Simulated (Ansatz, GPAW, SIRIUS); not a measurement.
# Fe: 4 runs at one level of theory

```xyz
1
Lattice="0.0000 1.9417 1.9651 1.4984 0.0000 1.9651 1.4984 1.9417 0.0000" Properties=species:S:1:pos:R:3 pbc="T T T"
Fe    0.0000    0.0000    0.0000
```

Alike in all runs: task single point; functional PBEsol; k mesh 13 × 13 × 13; occupations fermi-dirac, width 0.05 eV; collinear spin, ferromagnetic start; no spin-orbit coupling. Pressure is positive in compression and, in plane waves, holds the error of the finite cutoff.

```
                                        program and potentials  plane-wave cutoff (eV)                                    notes  pressure (GPa)  net moment per atom (μB)
                 SIRIUS, all-electron FP-LAPW, apw+lo standard                       -                                        -               -                      2.17
             GPAW, PAW data sets generated for this functional                     600   8 valence electrons an atom on average           -7.95                      2.17
SIRIUS, PseudoDojo 0.4.1 PBEsol standard (scalar relativistic)                    1228  16 valence electrons an atom on average           -8.81                      2.27
                Ansatz, all-electron LAPW, scalar-relativistic                       -                                        -          -10.54                      2.17
```

The pressure spans -10.54 (Ansatz, all-electron LAPW, scalar-relativistic) to -7.95 GPa (GPAW, PAW data sets generated for this functional), with all-electron results at -10.54. The net moment per atom spans 2.17 (GPAW, PAW data sets generated for this functional) to 2.27 μB (SIRIUS, PseudoDojo 0.4.1 PBEsol standard (scalar relativistic)), with all-electron results at 2.17. The state is the one that the start led to, which needn't be the lowest.

Differences between rows come from potentials, basis sets and numerical settings, since the functional is the same but for its coding. Runs on potential files found faulty are left out.
